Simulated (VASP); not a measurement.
A run of VASP 6.6.1 is set up as follows.

INCAR

```
SYSTEM = CdO
ALGO = Normal
EDIFF = 1E-6
EDIFFG = -0.01
ENCUT = 600
GGA = CA
IBRION = 2
ISIF = 3
ISMEAR = 0
LASPH = .TRUE.
LCHARG = .FALSE.
LREAL = .FALSE.
LWAVE = .FALSE.
NELM = 80
NSW = 90
PREC = Accurate
SIGMA = 0.03
```

Contents of KPOINTS:

```
k-points
0
G
  12 12 12
  0 0 0
```

The input POSCAR:

```
CdO
1.0
    0.0000000000      2.3495000000      2.3495000000
    2.3495000000      0.0000000000      2.3495000000
    2.3495000000      2.3495000000      0.0000000000
Cd O
1 1
Direct
    0.0000000000      0.0000000000      0.0000000000
    0.5000000000      0.5000000000      0.5000000000
```

Potentials or basis: VASP PAW LDA potentials, release 64 (Cd, O).

Run with:

```sh
$ cat potpaw_LDA.64/Cd/POTCAR potpaw_LDA.64/O/POTCAR > POTCAR
$ mpirun -np 1 vasp_std > vasp.out
```

Predict the relaxed volume.

12.59 Å³/atom.

What does it give for the space group after relaxing (to 0.05 Å)?

Fm-3m (No. 225).

Final structure:
```cif
data_structure
_symmetry_space_group_name_H-M 'P 1'
_symmetry_Int_Tables_number 1
_cell_length_a 3.2896
_cell_length_b 3.2896
_cell_length_c 3.2896
_cell_angle_alpha 60.000
_cell_angle_beta 60.000
_cell_angle_gamma 60.000
_cell_volume 25.17
loop_
_atom_site_label
_atom_site_type_symbol
_atom_site_fract_x
_atom_site_fract_y
_atom_site_fract_z
_atom_site_occupancy
Cd1 Cd 0.00000 0.00000 0.00000 1
O1 O 0.50000 0.50000 0.50000 1
```

 LDA usually gives volumes a few per cent too small.
